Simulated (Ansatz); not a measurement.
# Bi (I4/mmm) in Ansatz: a series of runs

One crystal, Bi, is run at these levels: PBEsol; tasks: band structure.

Everything below comes from runs of Ansatz 0.2.0. Logs are shortened: lines on timing, memory, paths and dates and some standing lists are left out, and cuts for length are marked.

## (1) The crystal as given

Symmetry: I4/mmm, No. 139, tetragonal system. Conventional cell: a = 3.963 Å, b = 3.963 Å, c = 3.804 Å, α = 90.00°, β = 90.00°, γ = 90.00°. Bi (site symmetry 4/mmm) has 10 Bi at 3.39 to 3.80 Å as nearest neighbours.

This isn't the form of Bi at room conditions, which is rhombohedral.

## (2) Band structure, PBEsol, 29.87 Å³/atom

input.yaml reads:

```yaml
crystal:
  lattice:
    - [-1.9814305318, 1.9814305318, 1.9021733105]
    - [1.9814305318, -1.9814305318, 1.9021733105]
    - [1.9814305318, 1.9814305318, -1.9021733105]
  atoms:
    - { symbol: Bi, position: [0.0, 0.0, 0.0] }
hamiltonian:
  xc: pbesol
  pseudopotentials: { kind: paw }
kpoints:
  mp_grid: { grid: [8, 8, 8] }
  band_path:
    path:
      - [[0.0, 0.0, 0.0], [0.0, 0.0, 0.5], [-0.5, 0.5, 0.5], [0.0, 0.0, 0.0], [0.4804, 0.4804, -0.4804], [0.25, 0.25, 0.25], [0.0, 0.5, 0.0], [-0.4804, 0.5196, 0.4804], [-0.5, 0.5, 0.5]]
      - [[0.0, 0.0, 0.5], [0.25, 0.25, 0.25]]
    npoints: 14
scf:
  occupations: { method: fermi_dirac, width: 0.05 }
  n_extra_bands: 6
output:
  forces: true
  stress: true
  eigenvalues: true
  fatbands: true
```

Potentials or basis: Ansatz PAW.

Command:

```
ansatz run input.yaml --threads 2 --pin off --max-ram 5632MiB --backend cpu --events-out ev --progress --plain --runs-dir out
```

The log of the run:

```text
Warning: RAYON_NUM_THREADS=2 ignored (pool sized by the plan → 2); use --threads N
scf.n_extra_bands = 6 over 8 filled bands (N_el = 15.0): the run solves 14 bands
Engine: ansatz 0.2.0, x86_64-unknown-linux-gnu
Pseudopotentials: kind: paw
Pseudopotential: Bi, paw, valence charge 15, recommended cutoff 420 eV (normal), Bi.paw.azcp
Functional definition: PBEsol
  exchange = pbesol_x
  correlation = pbesol_c
Crystal: 1 atoms, lattice volume = 29.872 Å³
Basis set: ecut = 420 eV, 587 PW (Γ), exchange–correlation on 48×48×48 points (8 copies of the dense FFT grid, shifted against one another)
Bands: 14, of which v1, the nominal top of the filled ones, is band 8 counted from 1 (7 counted from 0)
Symmetry: 16 space group operations
Space group: I4/mmm (ITA 139), of the structure as read, at distance tolerance 3.1e-5 Å
k-points: 59 of 512
Non-local potential: Bi, projectors of the file, l = 0: 2, l = 1: 2, l = 2: 2, l = 3: 2
PAW form: soft (Blöchl's): semilocal exchange-correlation on the pseudo side does not see the compensation charge
PAW frozen core: Bi, regenerated for the run's functional, and the local potential with it (the file was generated under x = pbe(κ = 0.804, μ = 0.2195149727645171), c = pbe(β = 0.06672455060314922))
PAW one-centre angular grid: Bi, 590 points (default); XC on 64 Gauss nodes
Initial density: superposition of atomic densities (neutral atoms: chi_scale 0, normalization atom), corrected by the library's trained network
Initial wavefunctions: pseudopotential atomic-orbital guess
Functional: x = pbesol(κ = 0.804, μ = 0.12345679012345678), c = pbesol(β = 0.046)
SCF iter   1: F=—  HF=-12241.891675 eV  |F-HF|=—  |Δ(HF+E_count)|=         —  Δρ=9.21e-4  dr2=2.22e-4  ethr=1.77e-3  ⟨swp⟩=5.9  Hψ=4720  notcnv=0  defer=17
preconditioner: auto → none  [insulator: Δε(μ)=0.143 eV  Ē_g=26.516 eV  σ=0.050 eV  W_gap=0.54  n_scr=12 (ndim 8)  ℏωp=26.3 eV  f_vac=0.000  D(μ)=0.69/eV (n_scr^D=0)  ε∞_Penn≈2.0]
SCF iter   2: F=—  HF=-12241.891039 eV  |F-HF|=—  |Δ(HF+E_count)|=   6.36e-4  Δρ=4.84e-4  dr2=5.72e-5  ethr=1.48e-6  ⟨swp⟩=2.4  Hψ=1777  notcnv=0  defer=57
SCF iter   3: F=—  HF=-12241.891051 eV  |F-HF|=—  |Δ(HF+E_count)|=   1.26e-5  Δρ=2.78e-4  dr2=2.27e-5  ethr=3.81e-7  ⟨swp⟩=2.0  Hψ=1179  notcnv=0  defer=57
SCF iter   4: F=—  HF=-12241.891038 eV  |F-HF|=—  |Δ(HF+E_count)|=   1.32e-5  Δρ=2.73e-5  dr2=2.90e-7  ethr=1.52e-7  ⟨swp⟩=2.0  Hψ=1163  notcnv=0  defer=57
iter 5 did not close the SCF: its close was put off for the readings that it lacked (scf_convergence_deferred on its scf_iter line)
SCF iter   5: F=-12241.891038 eV  HF=-12241.891038 eV  |F-HF|=1.07e-8  |Δ(HF+E_count)|=   1.45e-7  Δρ=5.43e-6  dr2=1.00e-8  ethr=1.93e-9  ⟨swp⟩=2.2  Hψ=1127  notcnv=0  defer=57
SCF iter   6: F=-12241.891038 eV  HF=-12241.891038 eV  |F-HF|=7.75e-10  |Δ(HF+E_count)|=   6.74e-9  Δρ=1.50e-6  dr2=7.05e-10  ethr=6.69e-11  ⟨swp⟩=7.6  Hψ=3754  notcnv=0
SCF 1 converged in 6 iterations: F = -12241.891038 eV  dr2 = 7.05e-10
NSCF: frozen V_eff on 128 k-points
SCF converged after 6 iterations
Free energy (F): -12241.891038 eV
Harris-Foulkes:  -12241.891038 eV  (|F-HF|=7.75e-10)
Internal energy: -12241.885119 eV  (E = F + TS)
E sigma→0 (E₀):  -12241.888079 eV
Entropy (-TS):   -0.005918 eV (-5.918 meV/atom)
Fermi energy:    12.333682 eV
--- Per-component energies (eV) ---
  E_band       = -74.559371
  E_kinetic    = 302.814912
  E_local      = -1369.870008  (includes V_loc(G=0)·N_el)
  E_nonlocal   = 562.008527
  E_hartree    = 431.156053
  E_xc         = -150.583172
  E_vxc        = -144.544006  (∫ρ·V_xc dr)
  E_paw        = -10509.509502  (= ΣΔE_a)
  E_vpaw       = -287.279362  (= ΣTr[D̂ρ^β])
  E_aug_tail   = -0.000468  (compensation charges beyond the density's cutoff)
  E_ewald      = -1507.991214
  E_core_change = 0.089752  (= ΣΔE_core)
  E_smearing   = -0.005918  (= −TS)
  E_closure    = 0.000000  (closes the sum)
  Σ components = -12241.891038   (vs F -12241.891038, Δ=0.00e0)
--- Forces (eV/Å), atoms counted from 1 ---
  atom   1  Bi    -0.00000000    -0.00000000     0.00000000
  max |Σ_I F_I| component: 9.24e-33 eV/Å
--- Stress (GPa, compression-positive) ---
       -0.326602       0.000000       0.000000
        0.000000      -0.326602      -0.000000
        0.000000      -0.000000       0.949930
  P = ⅓ Tr σ = 0.0989 GPa (0.989 kbar)
--- Band table (eV; the first three rows and the last of 59) ---
  k-point 0: bands = ["-10.7582", "-10.7461", "-10.7461", "-10.6140", "-10.5915", "-1.5619", "17.5859", "17.5859", "17.8200", "21.8832", "22.5864", "22.5864", "23.0617", "23.6909"]
  k-point 1: bands = ["-10.7522", "-10.7455", "-10.7126", "-10.6219", "-10.5944", "-1.2714", "15.0254", "17.0287", "17.4238", "21.0391", "22.1274", "22.2625", "23.2985", "25.2044"]
  k-point 2: bands = ["-10.7670", "-10.7222", "-10.6350", "-10.6308", "-10.6015", "-0.4259", "11.3636", "15.6402", "16.9460", "19.7133", "21.1484", "22.4689", "24.1419", "27.9413"]
  k-point 58: bands = ["-10.7714", "-10.7590", "-10.5341", "-10.5341", "-10.5219", "4.0073", "10.1322", "10.1322", "10.8233", "15.5540", "15.9407", "27.6691", "30.1610", "30.1610"]
```

Run time: 1.4 s. Hardware: 2 threads of Intel Xeon Platinum 8488C (Sapphire Rapids), shared host; peak memory 0.36 GiB.

What came out:

| Property | Result |
| --- | --- |
| Free energy | -12241.8910 eV |
| Pressure | 0.1 GPa |
| Band gap on the k mesh | none (metal or under the smearing width) |

Caveat: spin-orbit coupling is left out, which moves the levels of the heavy elements; the PAW data sets come from PBE, with cores solved anew for the run's functional, which leaves a small shift of forces and pressure.

## (3) Band structure, PBEsol, 30.49 Å³/atom

input.yaml reads:

```yaml
crystal:
  lattice:
    - [-1.9814305318, 1.9814305318, 1.9418019212]
    - [1.9814305318, -1.9814305318, 1.9418019212]
    - [1.9814305318, 1.9814305318, -1.9418019212]
  atoms:
    - { symbol: Bi, position: [0.0, 0.0, 0.0] }
hamiltonian:
  xc: pbesol
  pseudopotentials: { kind: paw }
kpoints:
  mp_grid: { grid: [8, 8, 8] }
  band_path:
    path:
      - [[0.0, 0.0, 0.0], [0.0, 0.0, 0.5], [-0.5, 0.5, 0.5], [0.0, 0.0, 0.0], [0.4901, 0.4901, -0.4901], [0.25, 0.25, 0.25], [0.0, 0.5, 0.0], [-0.4901, 0.5099, 0.4901], [-0.5, 0.5, 0.5]]
      - [[0.0, 0.0, 0.5], [0.25, 0.25, 0.25]]
    npoints: 14
scf:
  occupations: { method: fermi_dirac, width: 0.05 }
  n_extra_bands: 6
output:
  forces: true
  stress: true
  eigenvalues: true
  fatbands: false
```

Potentials or basis: Ansatz PAW.

Command:

```
ansatz run input.yaml --threads 2 --pin off --max-ram 5632MiB --backend cpu --events-out ev --progress --plain --runs-dir out
```

It took 1.2 s on 2 threads of Intel Xeon Platinum 8488C (Sapphire Rapids), shared host; peak memory 0.35 GiB.

It converged, with:

```yaml
Free_energy: -12241.8912 eV
Pressure: -1.1 GPa
Band_gap_on_the_k_mesh: none (metal or under the smearing width)
```

Caveat: spin-orbit coupling is left out, which moves the levels of the heavy elements; the PAW data sets come from PBE, with cores solved anew for the run's functional, which leaves a small shift of forces and pressure.
